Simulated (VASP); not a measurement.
Write the native input for VASP 6.6.1 that does the following.

```yaml
Task: relaxation of cell and atoms
Functional: PBE
Potentials_or_basis: VASP PAW PBE potentials, release 64 (B, N)
Cutoff: 600 eV
k_mesh: 12 × 12 × 4
Occupations: gaussian, width 0.02 eV
Spin: no spin polarisation
Dipole_correction: no
Further_INCAR_settings: ALGO = Fast; EDIFF = 1e-06; IBRION = 2; EDIFFG = -0.005; NSW = 100; ISIF = 3
```

The structure of BN lies in POSCAR:

```
BN
1.0
    2.5121811542      0.0000000000      0.0000000000
   -1.2560905771      2.1756126984      0.0000000000
    0.0000000000      0.0000000000      8.3431560662
B N
2 2
Direct
    0.3333333333      0.6666666667      0.2500000000
    0.6666666667      0.3333333333      0.7500000000
    0.3333333333      0.6666666667      0.7500000000
    0.6666666667      0.3333333333      0.2500000000
```

The cell is a database's computed one.

These files were run (other wordings do the same):

INCAR

```
SYSTEM = BN
  PREC = Accurate
  ENCUT = 600
  EDIFF = 1E-6
  ISMEAR = 0
  SIGMA = 0.02
  LREAL = .False.
  LASPH = .True.
  NELM = 100
  ALGO = Fast
  ISIF = 3
  LWAVE = .False.
  LCHARG = .False.
  GGA = PE
  IBRION = 2
  NSW = 100
  EDIFFG = -0.005
```

KPOINTS

```
regular mesh
0
Gamma
  12 12 4
  0 0 0
```

Potentials or basis: VASP PAW PBE potentials, release 64 (B, N).

Run with:

```console
$ cat potpaw_PBE.64/B/POTCAR potpaw_PBE.64/N/POTCAR > POTCAR
$ mpirun -np 1 vasp_std > vasp.out
```

Results of the run:

* Relaxed volume: 10.84 Å³/atom
* Relaxed cell: a = 2.512 Å, b = 2.512 Å, c = 7.930 Å, α = 90.00°, β = 90.00°, γ = 120.00°
* Space group after relaxing (to 0.05 Å): P6_3/mmc (No. 194)
* Energy gained by relaxing: 0.4 meV/atom
* Ionic steps: 16
* Pressure after relaxing: 0.0 GPa
* Band gap on the k mesh: 4.52 eV, indirect (least direct gap 4.65 eV)

Caveat: this functional lacks dispersion, which binds the layers, so the pressure and a relaxed spacing across them are unreliable.

It took 2.5 min on 1 thread of AMD EPYC 9R45 96-Core Processor (Zen 5), with other jobs on the host, peak memory 0.16 GiB.
